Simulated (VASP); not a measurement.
# KBr (Fm-3m) in VASP: notebook

Runs on KBr. Level: PBE. Tasks: single point, relaxation of cell and atoms.

All numbers are computed with VASP 6.6.1; they aren't measurements. Logs are shortened: lines on timing, memory, paths and dates and some standing lists are left out, and cuts for length are marked.

## (1) Starting point

It takes space group Fm-3m (No. 225, cubic). The conventional cell has a = 6.700 Å, b = 6.700 Å, c = 6.700 Å, α = 90.00°, β = 90.00°, γ = 90.00°. K (site symmetry m-3m) has 6 Br at 3.35 Å as nearest neighbours. Br (site symmetry m-3m) is surrounded by 6 K at 3.35 Å.

The cell is a database's computed one.

## (2) Single point, PBE

INCAR reads:

```
  PREC = Accurate
  ENCUT = 520
  EDIFF = 1E-7
  ISMEAR = 0
  SIGMA = 0.02
  LREAL = False
  LASPH = True
  NELM = 100
  ALGO = Normal
  ISIF = 2
  LWAVE = False
  LCHARG = True
  GGA = PE
  LELF = True
  LVHAR = True
  NBANDS = 15
```

KPOINTS reads:

```
Automatic mesh
0
Gamma
  6 6 6
```

POSCAR reads:

```
KBr
1.0
    0.0000000000      3.3499672376      3.3499672376
    3.3499672376      0.0000000000      3.3499672376
    3.3499672376      3.3499672376      0.0000000000
K Br
1 1
Direct
    0.0000000000      0.0000000000      0.0000000000
    0.5000000000      0.5000000000      0.5000000000
```

Potentials or basis: VASP PAW PBE potentials, release 64 (K_sv, Br).

Command:

```bash
> cat potpaw_PBE.64/K_sv/POTCAR potpaw_PBE.64/Br/POTCAR > POTCAR
> mpirun -np 1 vasp_std > vasp.out
```

OUTCAR:

```text
PREC = Accurate
   ENCUT = 520
   EDIFF = 1E-7
   ISMEAR = 0
   LREAL = False
   LASPH = True
   NELM = 100
   ISIF = 2
   GGA = PE

 ion  position               nearest neighbor table
   1  0.000  0.000  0.000-
   2  0.500  0.500  0.500-

  LATTYP: Found a face centered cubic cell.
 ALAT       =     6.6999344752

  Lattice vectors:

 A1 = (   0.0000000000,   3.3499672376,   3.3499672376)
 A2 = (   3.3499672376,   0.0000000000,   3.3499672376)
 A3 = (   3.3499672376,   3.3499672376,   0.0000000000)

Analysis of symmetry for initial positions (statically):
=====================================================================
 Subroutine PRICEL returns:
 Original cell was already a primitive cell.

 Routine SETGRP: Setting up the symmetry group for a
 face centered cubic supercell.

 Subroutine GETGRP returns: Found 48 space group operations
 (whereof 48 operations were pure point group operations)
 out of a pool of 48 trial point group operations.

The static configuration has the point symmetry O_h .

Analysis of symmetry for dynamics (positions and initial velocities):
=====================================================================
 Subroutine PRICEL returns:
 Original cell was already a primitive cell.

 Routine SETGRP: Setting up the symmetry group for a
 face centered cubic supercell.

 Subroutine GETGRP returns: Found 48 space group operations
 (whereof 48 operations were pure point group operations)
 out of a pool of 48 trial point group operations.

The dynamic configuration has the point symmetry O_h .

 Subroutine INISYM returns: Found 48 space group operations
 (whereof 48 operations are pure point group operations),
 and found     1 'primitive' translations

----------------------------------------------------------------------------------------

                                     Primitive cell

  volume of cell :      75.1885

  direct lattice vectors                    reciprocal lattice vectors
     0.000000000  3.349967238  3.349967238    -0.149255191  0.149255191  0.149255191
     3.349967238  0.000000000  3.349967238     0.149255191 -0.149255191  0.149255191
     3.349967238  3.349967238  0.000000000     0.149255191  0.149255191 -0.149255191

  length of vectors
     4.737569101  4.737569101  4.737569101     0.258517574  0.258517574  0.258517574

  position of ions in fractional coordinates (direct lattice)
     0.000000000  0.000000000  0.000000000
     0.500000000  0.500000000  0.500000000

[... 76 lines left out ...]
   TEBEG  =    0.0;   TEEND  =   0.0 temperature during run
   PSTRESS=    0.0 pullay stress
   NELECT =      16.0000    total number of electrons
   NUPDOWN=      -1.0000    fix difference up-down
   EMIN   =  10.00;   EMAX   =-10.00  energy-range for DOS
   EFERMI =   0.00;   METHOD = LEGACY
   ISMEAR =     0;   SIGMA  =   0.02  broadening in eV -4-tet -1-fermi 0-gaus
   EFERMI_NEDOS =   21; number of points for ismear=-14 and -15
   IALGO  =     38    algorithm
   IMIX   =      4    mixing-type and parameters
     AMIX     =   0.40;   BMIX     =  1.00
     AMIX_MAG =   1.60;   BMIX_MAG =  1.00
  volume/ion in A,a.u.               =      37.59       253.70
  Fermi-wavevector in a.u.,A,eV,Ry     =   0.977382  1.846984 12.997309  0.955275
  Thomas-Fermi vector in A             =   2.108075
   LORBIT       =      0    0 simple, 1 ext, 2 COOP (PROOUT), +10 PAW based schemes
   GGA     = PE    functional components
   LHFCALC =     F    Hartree Fock is set to
   AEXX    =    0.0000 exact exchange contribution
   IVDW    =     0    specifies the selected vdW correction
   LEPSILON=     F    determine dielectric tensor
   LRPA    =     F    only Hartree local field effects (RPA)
 non-spin polarized calculation
 Gauss-broadening in eV      SIGMA  =   0.02
  energy-cutoff  :      520.00
  volume of cell :       75.19
 maximum number of plane-waves:      2085
   NGX = 17   NGY = 17   NGZ = 17

 number of electron      16.0000000 magnetization

 Free energy of the ion-electron system (eV)
  ---------------------------------------------------
  ext. energy  EPLUGINS =         0.00000000
  ---------------------------------------------------
  free energy    TOTEN  =        -6.22353975 eV

  energy without entropy =       -6.22353975  energy(sigma->0) =       -6.22353975

 E-fermi :  -1.7948     XC(G=0):  -7.1922

 val. band max:       -1.9132608387   @ k =   0.0000   0.0000   0.0000
 cond. band min:       2.4027682259   @ k =   0.0000   0.0000   0.0000
 fundamental gap:      4.3160290646
 Fermi energy:        -1.7947691856

 k-point     1 :       0.0000    0.0000    0.0000
  band No.  band energies     occupation
      1     -29.7934      2.00000
      2     -14.1529      2.00000
      3     -13.2672      2.00000
      4     -13.2672      2.00000
      5     -13.2672      2.00000
      6      -1.9133      2.00000
      7      -1.9133      2.00000
      8      -1.9133      2.00000
      9       2.4028      0.00000
     10       5.6774      0.00000
     11       5.6774      0.00000
     12       5.6774      0.00000
     13       6.4729      0.00000
     14       6.4729      0.00000
[... 257 lines left out ...]
      2     -14.1367      2.00000
      3     -13.3305      2.00000
      4     -13.3081      2.00000
      5     -13.2055      2.00000
      6      -2.5784      2.00000
      7      -2.3514      2.00000
      8      -2.3339      2.00000
      9       4.6804      0.00000
     10       5.8249      0.00000
     11       6.2631      0.00000
     12       7.1519      0.00000
     13       7.9548      0.00000
     14       8.7264      0.00000
     15       9.1803      0.00000

------------------------ aborting loop because EDIFF is reached ----------------------------------------

  FORCE on cell =-STRESS in cart. coord.  units (eV):
  Direction    XX          YY          ZZ          XY          YZ          ZX
  --------------------------------------------------------------------------------------
  -------------------------------------------------------------------------------------
  Total        0.0287496      0.0287496      0.0287496     -0.0000000      0.0000000     -0.0000000
  in kB        0.6126187      0.6126187      0.6126187     -0.0000000      0.0000000     -0.0000000
  external PRESSURE =       0.6126187 kB  Pullay stress =       0.0000000 kB

 VOLUME and BASIS-vectors are now :
 -----------------------------------------------------------------------------
  energy-cutoff  :      520.00
  volume of cell :       75.19
      direct lattice vectors                 reciprocal lattice vectors
     0.000000000  3.349967238  3.349967238    -0.149255191  0.149255191  0.149255191
     3.349967238  0.000000000  3.349967238     0.149255191 -0.149255191  0.149255191
     3.349967238  3.349967238  0.000000000     0.149255191  0.149255191 -0.149255191

 POSITION                                       TOTAL-FORCE (eV/Angst)
 -----------------------------------------------------------------------------------
      0.00000      0.00000      0.00000         0.000000      0.000000      0.000000
      3.34997      3.34997      3.34997        -0.000000     -0.000000     -0.000000
 -----------------------------------------------------------------------------------
    total drift:                                0.000000      0.000000      0.000000

  FREE ENERGIE OF THE ION-ELECTRON SYSTEM (eV)
  ---------------------------------------------------
  free  energy   TOTEN  =        -6.2235397536 eV

  energy  without entropy=       -6.2235397536  energy(sigma->0) =       -6.22353975
```

It took 15 s on 1 thread of Intel Xeon Platinum 8559C (Emerald Rapids), shared host; peak memory 0.2 GiB.

Results:

| Item | Value |
| --- | --- |
| Free energy | -6.2235 eV |
| Pressure | 0.1 GPa |
| Band gap on the k mesh | 4.32 eV, direct |

## (3) Relaxation of cell and atoms, PBE

This run uses another cell than the first one, of 35.76 Å³/atom, 0.951 times its volume.

INCAR reads:

```
PREC = Accurate
ENCUT = 600
EDIFF = 1E-6
ISMEAR = 0
SIGMA = 0.02
LREAL = F
LASPH = T
NELM = 100
ALGO = Fast
ISIF = 3
LWAVE = F
LCHARG = F
GGA = PE
IBRION = 2
NSW = 100
EDIFFG = -0.005
```

KPOINTS reads:

```
regular mesh
0
Gamma
  6 6 6
```

POSCAR reads:

```
KBr
1.0
    0.0000000000      3.2945409700      3.2945409700
    3.2945409700      0.0000000000      3.2945409700
    3.2945409700      3.2945409700      0.0000000000
K Br
1 1
Direct
    0.0000000000      0.0000000000      0.0000000000
    0.5000000000      0.5000000000      0.5000000000
```

Potentials or basis: VASP PAW PBE potentials, release 64 (K_sv, Br).

Command:

```bash
> cat potpaw_PBE.64/K_sv/POTCAR potpaw_PBE.64/Br/POTCAR > POTCAR
> mpirun -np 1 vasp_std > vasp.out
```

Wall time 62 s (1 thread of Intel Xeon Platinum 8559C (Emerald Rapids), shared host); peak memory 0.25 GiB.

Results (log left out):

- Free energy: -6.2236 eV
- Relaxed volume: 37.79 Å³/atom
- Relaxed cell: a = 4.746 Å, b = 4.746 Å, c = 4.746 Å, α = 60.00°, β = 60.00°, γ = 60.00°
- Space group after relaxing (to 0.05 Å): Fm-3m (No. 225)
- Energy gained by relaxing: 5.1 meV/atom
- Ionic steps: 4
- Pressure after relaxing: 0.0 GPa
- Band gap on the k mesh: 4.30 eV, direct

Step by step:
```tsv
step	energy change (eV)	largest force (eV/Å)	pressure (GPa)	volume (Å³)
1	0.0000	0.0000	0.85	71.52
2	-0.0077	0.0000	0.40	73.51
3	-0.0102	0.0000	-0.05	75.87
4	-0.0102	0.0000	0.00	75.59
```

Final structure:
```
K Br
1.0
     0.00000    3.35586    3.35586
     3.35586    0.00000    3.35586
     3.35586    3.35586    0.00000
K Br
1 1
Cartesian
  0.0000 0.0000 0.0000
  3.3559 3.3559 3.3559
```

Levels at points of the mesh, in eV from the valence-band top:
```csv
k point,band 4,band 5,band 6,band 7,band 8,band 9,band 10,band 11,band 12
"(0.00, 0.00, 0.00)",-11.37,-11.37,0.00,0.00,0.00,4.30,7.59,7.59,7.59
"(0.50, 0.00, 0.00)",-11.37,-11.14,-1.08,-0.29,-0.29,6.48,8.04,9.62,9.62
"(0.50, 0.50, 0.00)",-11.39,-11.39,-0.76,-0.27,-0.27,5.91,7.02,9.23,9.29
```

A hybrid or GW would open this gap; PBE tends to underestimate it.

## (4) Single point, PBE

This run uses another cell than the first one, of 35.76 Å³/atom, 0.951 times its volume.

INCAR reads:

```
SYSTEM = KBr
PREC = Accurate
ENCUT = 520
EDIFF = 1E-6
ISMEAR = 0
SIGMA = 0.1
LREAL = .False.
LASPH = .True.
NELM = 100
ALGO = Normal
ISIF = 2
LWAVE = .False.
LCHARG = .False.
GGA = PE
NBANDS = 15
```

KPOINTS reads:

```
Automatic mesh
0
Gamma
  6 6 6
  0 0 0
```

POSCAR is that of step 3.

Command:

```bash
> cat potpaw_PBE.64/K_sv/POTCAR potpaw_PBE.64/Br/POTCAR > POTCAR
> mpirun -np 1 vasp_std > vasp.out
```

Run time: 13 s. Hardware: 1 thread of Intel Xeon Platinum 8559C (Emerald Rapids), shared host; peak memory 0.2 GiB.

Results (log left out):

* Free energy: -6.2133 eV
* Pressure: 0.8 GPa
* Band gap on the k mesh: 4.45 eV, direct

Levels at points of the mesh, in eV from the valence-band top:
```csv
k point,band 4,band 5,band 6,band 7,band 8,band 9,band 10,band 11,band 12,band 13
"(0.00, 0.00, 0.00)",-11.25,-11.25,0.00,0.00,0.00,4.45,7.61,7.61,7.61,8.43
"(0.50, 0.00, 0.00)",-11.25,-11.00,-1.19,-0.34,-0.34,6.60,8.25,9.78,9.78,10.09
"(0.50, 0.50, 0.00)",-11.28,-11.28,-0.82,-0.29,-0.29,5.86,7.22,9.38,9.54,9.69
```

As with any semilocal functional, this PBE gap is likely too small.

## (5) The runs side by side

| task | cell | cutoff (eV) | smearing | gap on the mesh (eV) | pressure (GPa) |
| --- | --- | --- | --- | --- | --- |
| single point | Fm-3m, 37.59 Å³/atom | 520 | gaussian 0.02 eV | 4.32 | 0.1 |
| relaxation of cell and atoms | relaxed | 600 | gaussian 0.02 eV | 4.30 | 0.0 |
| single point | Fm-3m, 35.76 Å³/atom | 520 | gaussian 0.1 eV | 4.45 | 0.8 |

Alike in all rows: level PBE; potentials or basis VASP PAW PBE potentials, release 64 (K_sv, Br); no spin polarisation; k mesh 6 × 6 × 6.

Total energies depend on the potentials used, so only differences within one code and one set of settings carry meaning.
